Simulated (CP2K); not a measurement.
Here is a CP2K 2026.2 calculation.

Contents of tio2_vcrelax.inp:

```
&GLOBAL
  PROJECT tio2_vcrelax
  RUN_TYPE CELL_OPT
  PRINT_LEVEL LOW
&END GLOBAL
&FORCE_EVAL
  METHOD QS
  STRESS_TENSOR ANALYTICAL
  &DFT
    BASIS_SET_FILE_NAME BASIS_MOLOPT_UZH
    POTENTIAL_FILE_NAME POTENTIAL_UZH
    &MGRID
      CUTOFF 600
      REL_CUTOFF 60
      NGRIDS 5
    &END MGRID
    &QS
      METHOD GPW
      EPS_DEFAULT 1.0E-9
      EXTRAPOLATION USE_PREV_P
    &END QS
    &KPOINTS
      SCHEME MONKHORST-PACK 5 5 7
      GAMMA_CENTERED T
    &END KPOINTS
    &SCF
      SCF_GUESS ATOMIC
      EPS_SCF 1.0E-6
      MAX_SCF 100
      ADDED_MOS 24
      CHOLESKY OFF
      EPS_EIGVAL 1.0E-7
      &DIAGONALIZATION ON
        ALGORITHM STANDARD
      &END DIAGONALIZATION
      &MIXING ON
        METHOD BROYDEN_MIXING
        ALPHA 0.4
        BETA 1.5
        NBUFFER 8
      &END MIXING
      &SMEAR ON
        METHOD FERMI_DIRAC
        ELECTRONIC_TEMPERATURE 580.23
      &END SMEAR
    &END SCF
    &XC
      &XC_FUNCTIONAL
        &GGA_X_PBE_SOL
        &END GGA_X_PBE_SOL
        &GGA_C_PBE_SOL
        &END GGA_C_PBE_SOL
      &END XC_FUNCTIONAL
    &END XC
    &PRINT
      &KPOINTS ON
      &END KPOINTS
      &MULLIKEN ON
        &EACH
          CELL_OPT 0
        &END EACH
        ADD_LAST NUMERIC
      &END MULLIKEN
      &MO ON
        ENERGIES T
        OCCUPATION_NUMBERS T
        &EACH
          QS_SCF 0
          CELL_OPT 0
        &END EACH
        ADD_LAST NUMERIC
      &END MO
      &LOWDIN ON
        &EACH
          CELL_OPT 0
        &END EACH
        ADD_LAST NUMERIC
      &END LOWDIN
      &HIRSHFELD ON
        SHAPE_FUNCTION DENSITY
        &EACH
          CELL_OPT 0
        &END EACH
        ADD_LAST NUMERIC
      &END HIRSHFELD
    &END PRINT
  &END DFT
  &SUBSYS
    &CELL
      ABC 4.5998373239 4.5998373239 2.9592135600
      ALPHA_BETA_GAMMA 90.0000000000 90.0000000000 90.0000000000
      PERIODIC XYZ
    &END CELL
    &COORD
      Ti  0.0000000000 0.0000000000 1.4796067800
      Ti  2.2999186620 2.2999186620 0.0000000000
      O   1.3998285662 1.3998285662 1.4796067800
      O   0.9000900958 3.6997472281 0.0000000000
      O   3.6997472281 0.9000900958 0.0000000000
      O   3.2000087577 3.2000087577 1.4796067800
    &END COORD
    &KIND Ti
      BASIS_SET TZVP-MOLOPT-PBE-GTH-q12
      POTENTIAL GTH-PBE-q12
    &END KIND
    &KIND O
      BASIS_SET TZVP-MOLOPT-PBE-GTH-q6
      POTENTIAL GTH-PBE-q6
    &END KIND
    &PRINT
      &ATOMIC_COORDINATES ON
      &END ATOMIC_COORDINATES
      &CELL ON
      &END CELL
      &SYMMETRY ON
      &END SYMMETRY
    &END PRINT
  &END SUBSYS
  &PRINT
    &FORCES ON
    &END FORCES
    &STRESS_TENSOR ON
    &END STRESS_TENSOR
  &END PRINT
&END FORCE_EVAL
&MOTION
  &CELL_OPT
    OPTIMIZER BFGS
    MAX_ITER 40
    MAX_FORCE [eV*angstrom^-1] 0.01
    RMS_FORCE [eV*angstrom^-1] 0.01
    MAX_DR 1.0E-2
    RMS_DR 1.0E-2
    EXTERNAL_PRESSURE [bar] 0.0
    PRESSURE_TOLERANCE [bar] 100
    KEEP_ANGLES T
    KEEP_SPACE_GROUP T
  &END CELL_OPT
  &PRINT
    &TRAJECTORY ON
    &END TRAJECTORY
    &CELL ON
    &END CELL
    &FORCES ON
    &END FORCES
    &STRESS ON
    &END STRESS
    &RESTART OFF
    &END RESTART
    &RESTART_HISTORY OFF
    &END RESTART_HISTORY
  &END PRINT
&END MOTION
```

Potentials or basis: POTENTIAL_UZH Ti GTH-PBE-q12, O GTH-PBE-q6; TZVP-MOLOPT-PBE-GTH basis.

The run is started by

```bash
$ OMP_NUM_THREADS=2 cp2k.psmp -i tio2_vcrelax.inp -o tio2_vcrelax.out
```

Problem. Estimate the Hirshfeld charges.

Solution. Ti +0.54; O -0.27 e.

Problem. Estimate the space group after relaxing (to 0.05 Å).

Solution. P4_2/mnm (No. 136).

Problem. What does it give for the band gap on the k mesh?

Solution. 1.81 eV, direct.

Problem. Predict the relaxed cell.

Solution. a = 4.601 Å, b = 4.601 Å, c = 2.949 Å, α = 90.00°, β = 90.00°, γ = 90.00°.

Step by step:
| step | energy change (eV) | largest force (eV/Å) | volume (Å³) |
| --- | --- | --- | --- |
| 1 | 0.0000 | 0.0808 | 62.54 |
| 2 | -0.0010 | 0.0097 | 62.37 |
| 3 | -0.0010 | 0.0069 | 62.38 |
| 4 | -0.0010 | 0.0143 | 62.40 |
| 5 | -0.0010 | 0.0129 | 62.40 |
| 6 | -0.0011 | 0.0083 | 62.40 |
| 7 | -0.0011 | 0.0069 | 62.40 |
| 8 | -0.0011 | 0.0051 | 62.41 |
| 9 | -0.0011 | 0.0051 | 62.41 |

Caveat: the printed path begins after the first move; the potentials were made for another functional, which shifts forces and pressure; an odd mesh through Γ misses points on the zone boundary, where band edges often lie; the basis of atomic orbitals isn't converged, which shifts pressures, moduli and gaps. A hybrid or GW would open this gap; PBEsol tends to underestimate it.
